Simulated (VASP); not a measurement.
## VASP 6.6.1 run: NaCl

INCAR

```
SIGMA = 0.02
NELM = 97
ENCUT = 520
LWAVE = .FALSE.
LASPH = .TRUE.
PREC = High
GGA = PE
NBANDS = 19
LCHARG = .FALSE.
NSW = 0
ISIF = 2
IBRION = -1
LREAL = .FALSE.
ISMEAR = -1
EDIFF = 1E-7
```

KPOINTS

```
KPOINTS created by Atomic Simulation Environment
0
Gamma
8 8 8
0 0 0
```

POSCAR

```
Na Cl
 1.0000000000000000
     0.1547412070000000    2.8296369706000002    2.8296369706000002
     2.8296369706000002    0.1547412070000000    2.8296369706000002
     2.8296369706000002    2.8296369706000002    0.1547412070000000
 Na  Cl
   1   1
Cartesian
  0.0000000000000000  0.0000000000000000  0.0000000000000000
  2.9070075740999997  2.9070075740999997  2.9070075740999997
```

The recommended PBE PAW datasets give the neutral cell 14 valence electrons.

Command

```
mpirun -np 1 vasp_std
```

OSZICAR

```
N       E                     dE             d eps       ncg     rms          rms(c)
DAV:   1     0.111680490019E+03    0.11168E+03   -0.64959E+03  2495   0.758E+02
DAV:   2     0.194548662293E+01   -0.10974E+03   -0.98948E+02  2822   0.238E+02
DAV:   3    -0.679000364511E+01   -0.87355E+01   -0.86438E+01  3021   0.616E+01
DAV:   4    -0.690819909780E+01   -0.11820E+00   -0.11808E+00  2931   0.713E+00
DAV:   5    -0.690971498023E+01   -0.15159E-02   -0.15158E-02  2973   0.876E-01    0.219E+00
DAV:   6    -0.672671852901E+01    0.18300E+00   -0.19407E-01  3162   0.245E+00    0.161E+00
DAV:   7    -0.671466827003E+01    0.12050E-01   -0.63826E-02  3436   0.129E+00    0.115E+00
DAV:   8    -0.671978289158E+01   -0.51146E-02   -0.10413E-02  2692   0.671E-01    0.440E-01
DAV:   9    -0.671952089891E+01    0.26199E-03   -0.37668E-04  2772   0.116E-01    0.188E-01
DAV:  10    -0.671957510675E+01   -0.54208E-04   -0.13714E-04  2825   0.780E-02    0.154E-02
DAV:  11    -0.671957879484E+01   -0.36881E-05   -0.49667E-06  2925   0.156E-02    0.957E-03
DAV:  12    -0.671957926451E+01   -0.46967E-06   -0.87513E-07  2745   0.774E-03    0.842E-04
DAV:  13    -0.671957947676E+01   -0.21225E-06   -0.12749E-07  2786   0.199E-03    0.176E-03
DAV:  14    -0.671957938975E+01    0.87015E-07   -0.73968E-09  1646   0.462E-04
   1 F= -.67195794E+01 E0= -.67195794E+01  d E =-.142286E-10
```

From OUTCAR

```
k-points           NKPTS =     65   k-points in BZ     NKDIM =     65   number of bands    NBANDS=     19

   NELECT =      14.0000    total number of electrons

   dimension x,y,z NGX =    30 NGY =   30 NGZ =   30
   dimension x,y,z NGXF=    36 NGYF=   36 NGZF=   36

  energy-cutoff  :      520.00
  volume of cell :       41.60
      direct lattice vectors                 reciprocal lattice vectors
     0.154741207  2.829636971  2.829636971    -0.191898170  0.181948173  0.181948173
     2.829636971  0.154741207  2.829636971     0.181948173 -0.191898170  0.181948173
     2.829636971  2.829636971  0.154741207     0.181948173  0.181948173 -0.191898170

 k-points in reciprocal lattice and weights: KPOINTS created by Atomic Simulation Env
   0.00000000  0.00000000  0.00000000       0.002
   0.12500000  0.00000000  0.00000000       0.012
   0.25000000  0.00000000  0.00000000       0.012
   0.37500000  0.00000000  0.00000000       0.012
   0.50000000  0.00000000  0.00000000       0.006
   0.12500000  0.12500000  0.00000000       0.012
   0.25000000  0.12500000  0.00000000       0.023
   0.37500000  0.12500000  0.00000000       0.023
   ...

 E-fermi :   0.2680

 k-point     1 :       0.0000    0.0000    0.0000
  band No.  band energies     occupation
      1     -20.9797      2.00000
      2     -20.9797      2.00000
      3     -20.9678      2.00000
      4     -13.1009      2.00000
      5      -0.4962      2.00000
      6      -0.1266      2.00000
      7      -0.1266      2.00000
      8       5.1041      0.00000
      9      10.2283      0.00000
     10      11.3427      0.00000
     11      11.3427      0.00000
     12      13.2410      0.00000
     13      13.2410      0.00000
     14      14.8649      0.00000
     15      17.2565      0.00000
     16      17.8504      0.00000
     17      17.8504      0.00000
     18      24.6280      0.00000
     19      26.7973      0.00000

 k-point     2 :       0.1250    0.0000    0.0000
  band No.  band energies     occupation
      1     -20.9860      2.00000
      2     -20.9804      2.00000
      3     -20.9682      2.00000
      4     -13.0384      2.00000
      5      -0.6429      2.00000
      6      -0.4526      2.00000
      7      -0.1864      2.00000
      8       5.6303      0.00000
      9      10.3802      0.00000
     10      10.8020      0.00000
     11      11.5650      0.00000
     12      12.8251      0.00000
     13      13.0530      0.00000
     14      15.9137      0.00000
     15      17.6557      0.00000
     16      18.2640      0.00000
     17      18.6336      0.00000
     18      23.9445      0.00000
     19      25.6927      0.00000

 k-point     3 :       0.2500    0.0000    0.0000
  band No.  band energies     occupation
      1     -21.0014      2.00000
      2     -20.9822      2.00000
      3     -20.9689      2.00000
      4     -12.8822      2.00000
      5      -1.4386      2.00000
      6      -0.6000      2.00000
      7      -0.3248      2.00000
      8       6.5858      0.00000
      9      10.0726      0.00000
     10      10.8354      0.00000
     11      11.5921      0.00000
     12      12.7939      0.00000
     13      13.5319      0.00000
     14      15.8888      0.00000
     15      19.6038      0.00000
     16      20.3168      0.00000
     17      20.4924      0.00000
     18      21.0372      0.00000
     19      22.9995      0.00000

 ...

  Total        0.8042467      0.8042467      0.8042467     -0.2133898     -0.2133898     -0.2133898
  in kB       30.9749067     30.9749067     30.9749067     -8.2185340     -8.2185340     -8.2185340
  external PRESSURE =      30.9749067 kB  Pullay stress =       0.0000000 kB

 POSITION                                       TOTAL-FORCE (eV/Angst)
 -----------------------------------------------------------------------------------
      0.00000      0.00000      0.00000        -0.000000     -0.000000     -0.000000
      2.90701      2.90701      2.90701         0.000000      0.000000      0.000000
 -----------------------------------------------------------------------------------
    total drift:                               -0.000000     -0.000000     -0.000000

  FREE ENERGIE OF THE ION-ELECTRON SYSTEM (eV)
  ---------------------------------------------------
  free  energy   TOTEN  =        -6.7195793897 eV

  energy  without entropy=       -6.7195793897  energy(sigma->0) =       -6.71957939
```

It converged. Results: gap between bands v and c on the k mesh 5.23 eV; least direct gap on the k mesh 5.23 eV; pressure 3.1 GPa. Band v is the last that the valence electrons fill when counted band by band, and c is the next.

For comparison, a separate PBE run of the intended cell, on usual settings and not on those above, gives a gap of 5.23 eV on its mesh and a pressure of 3.1 GPa.

The run above took about 48 s on one core of a shared host (Intel Xeon Platinum 8488C) and held 0.15 GiB at most.
